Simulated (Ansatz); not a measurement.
# WSe2: the cost of one run

Program: Ansatz 0.2.0. Level of theory: DFT PBE, scalar-relativistic, plane waves, PAW. These are calculated values, not measurements.

1 further run of the same task is left out (set aside as unsound or not needed).

## Step 1: Starting point

Symmetry: P6mm, No. 183, hexagonal system. The conventional cell has a = 4.436 Å, b = 4.436 Å, c = 9.003 Å, α = 90.00°, β = 90.00°, γ = 120.00°. Around W (site symmetry 3m) lie 3 W at 2.56 Å and 3 Se at 2.57 Å. Se (site symmetry 6mm) is surrounded by 6 W at 2.57 Å. Se (site symmetry 2mm) has 4 Se at 2.22 Å as nearest neighbours.

As a file:

```xyz
6
Lattice="4.4357 0.0000 0.0000 -2.2179 3.8415 0.0000 0.0000 0.0000 9.0034" Properties=species:S:1:pos:R:3 pbc="T T T"
W     0.0000    2.5610    8.1670
W     2.2179    1.2805    8.1670
Se    0.0000    0.0000    7.9925
Se    2.2179    0.0000    2.1866
Se   -1.1089    1.9207    2.1866
Se    1.1089    1.9207    2.1866
```

The cell is invented: random cell by space group and Wyckoff sites (P6mm, No. 183). Lengths come from tabulated atomic sizes and are only a guess.

## Step 2: The guess as it stands, on a coarse mesh

The input, input.yaml:

```yaml
crystal:
  lattice:
    - [4.43574609, 0.0, 0.0]
    - [-2.21787305, 3.8414688, 0.0]
    - [0.0, 0.0, 9.00343399]
  atoms:
    - { symbol: W, position: [0.33333333, 0.66666667, 0.90709557] }
    - { symbol: W, position: [0.66666667, 0.33333333, 0.90709557] }
    - { symbol: Se, position: [0.0, 0.0, 0.88771211] }
    - { symbol: Se, position: [0.5, 0.0, 0.24286395] }
    - { symbol: Se, position: [0.0, 0.5, 0.24286395] }
    - { symbol: Se, position: [0.5, 0.5, 0.24286395] }
basis:
  ecutwfc: 420
kpoints:
  mp_grid: { grid: [6, 6, 2] }
hamiltonian:
  xc: pbe
scf:
  occupations: { method: gaussian, width: 0.1 }
  lower_state_search: "off"
output:
  forces: true
  stress: true
  eigenvalues: true
```

On the command line:

```
ansatz run input.yaml --threads 1 --pin off --max-ram 2560MiB --backend cpu --events-out ev --progress --plain --runs-dir out
```

Q: Estimate wall time and peak memory on 1 thread of AMD EPYC 7R43 (Zen 3), shared host.

About 7.9 s, with a peak of 0.46 GiB.
